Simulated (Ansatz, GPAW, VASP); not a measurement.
GaSb: 3 runs at one level of theory

```
Sb Ga
1.0
     0.00000    3.05900    3.05900
     3.05900    0.00000    3.05900
     3.05900    3.05900    0.00000
Sb Ga
1 1
Direct
  0.75000 0.75000 0.75000
  0.00000 0.00000 0.00000
```

Alike in all runs: task single point; functional PBE; k mesh 8 × 8 × 8; occupations gaussian, width 0.012 eV; no spin polarisation; no spin-orbit coupling. Pressure is positive in compression and, in plane waves, holds the error of the finite cutoff.

```tsv
program and potentials	plane-wave cutoff (eV)	notes	band gap (eV)	pressure (GPa)
Ansatz, all-electron LAPW, scalar-relativistic	-	-	0.04	2.29
VASP, PBE PAW files Ga_d, Sb, 520 eV	520	-	0.04	2.37
GPAW, GPAW PAW data sets (gpaw-data 1.2.1)	600	-	0.09	2.31
```

The band gap spans 0.04 (VASP, PBE PAW files Ga_d, Sb, 520 eV) to 0.09 eV (GPAW, GPAW PAW data sets (gpaw-data 1.2.1)), with all-electron results at 0.04. The pressure spans 2.29 (Ansatz, all-electron LAPW, scalar-relativistic) to 2.37 GPa (VASP, PBE PAW files Ga_d, Sb, 520 eV), with all-electron results at 2.29. Spin-orbit coupling, left out here, moves the band edges of heavy atoms.

Differences between rows come from potentials, basis sets and numerical settings, since the functional is the same but for its coding. Runs on potential files found faulty are left out.

All three runs put GaSb on the verge of gap closure, whereas the real crystal is a semiconductor with a clear direct gap. The likely cause is the semilocal functional, which lacks the derivative discontinuity and places the antibonding s-like conduction minimum at Γ too close to the Sb p-derived valence top. The spread from 0.04 to 0.09 eV is small in absolute terms but comparable to the gap itself, and probably reflects how the potentials place the s-like state.

The pressures agree closely and are all positive, so the cell is smaller than the PBE equilibrium cell, in line with this functional's usual underbinding of heavier semiconductors. The two results are linked: compression raises the antibonding s-like state relative to the p-like valence top, so relaxing the volume would probably narrow the gap further or close it. The data therefore support consistency between the implementations, but not a predictive gap or a reliable conduction-band effective mass, which at Γ depends strongly on the gap.
